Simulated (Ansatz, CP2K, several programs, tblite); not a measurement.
Energy against volume for a 6-atom cell of Ag2O started from a crystallographic database, at fixed shape and fractional coordinates, computed by several methods (PBE and r2SCAN, where shown, with plane waves in Ansatz); the cell shown is that of r2SCAN. Space group Pn-3m (No. 224), cubic; a = 4.756 Å in the conventional setting, 17.93 Å³ an atom. Ag is surrounded by 2 O at 2.06 Å; O is surrounded by 4 Ag at 2.06 Å. Spin-unpolarised throughout; all numbers are computed. Energies count from each curve's lowest point; fits are third-order Birch-Murnaghan.

```cif
data_structure
_symmetry_space_group_name_H-M 'P 1'
_symmetry_Int_Tables_number 1
_cell_length_a 4.7561
_cell_length_b 4.7561
_cell_length_c 4.7561
_cell_angle_alpha 90.000
_cell_angle_beta 90.000
_cell_angle_gamma 90.000
_cell_volume 107.59
loop_
_atom_site_label
_atom_site_type_symbol
_atom_site_fract_x
_atom_site_fract_y
_atom_site_fract_z
_atom_site_occupancy
Ag1 Ag 0.25000 0.25000 0.25000 1
Ag2 Ag 0.25000 0.75000 0.75000 1
Ag3 Ag 0.75000 0.75000 0.25000 1
Ag4 Ag 0.75000 0.25000 0.75000 1
O1 O 0.00000 0.00000 0.00000 1
O2 O 0.50000 0.50000 0.50000 1
```

Question: r2SCAN, on the shape of its own relaxed cell, gives
```
V (Å³/atom)  E (meV/atom)
     16.855         19.44
     17.393          4.67
     17.931          0.00
     18.469          3.71
     19.007         14.45
```
What equilibrium volume and bulk modulus follow?

Answer: V₀ = 17.95 Å³ an atom and B₀ = 83 GPa.

PBE/SZV (CP2K), on the shape of the cell shown:
```tsv
V (Å³/atom)	E (meV/atom)
15.779	274.29
16.855	131.09
17.931	48.30
19.007	9.22
20.083	0.00
```
The lowest point is an end point, so the minimum isn't bracketed.

Question: PBE, on the shape of its own relaxed cell, gives

| V (Å³/atom) | E (meV/atom) |
| --- | --- |
| 17.458 | 17.24 |
| 18.015 | 4.26 |
| 18.572 | 0.00 |
| 19.129 | 3.20 |
| 19.687 | 12.51 |

What equilibrium volume and bulk modulus follow?

Answer: V₀ = 18.60 Å³ an atom and B₀ = 70 GPa.

GFN2-xTB (tblite), on the shape of the cell shown, as a cluster of 48 atoms at the zone centre:
```
V (Å³/atom)  E (meV/atom)
     15.779        173.04
     16.855         87.52
     17.931         37.15
     19.007          9.99
     20.083          0.00
```
The lowest point is an end point, so the minimum isn't bracketed.

light PBE (260 eV, its own mesh), on the shape of the cell shown:

| V (Å³/atom) | E (meV/atom) |
| --- | --- |
| 16.497 | 120.27 |
| 17.214 | 41.34 |
| 17.931 | 0.00 |
| 18.648 | 96.71 |
| 19.366 | 44.74 |
| 20.083 | 98.56 |

The points scatter about a smooth fit, as a low cutoff and a light mesh can make them, so no fit is quoted.
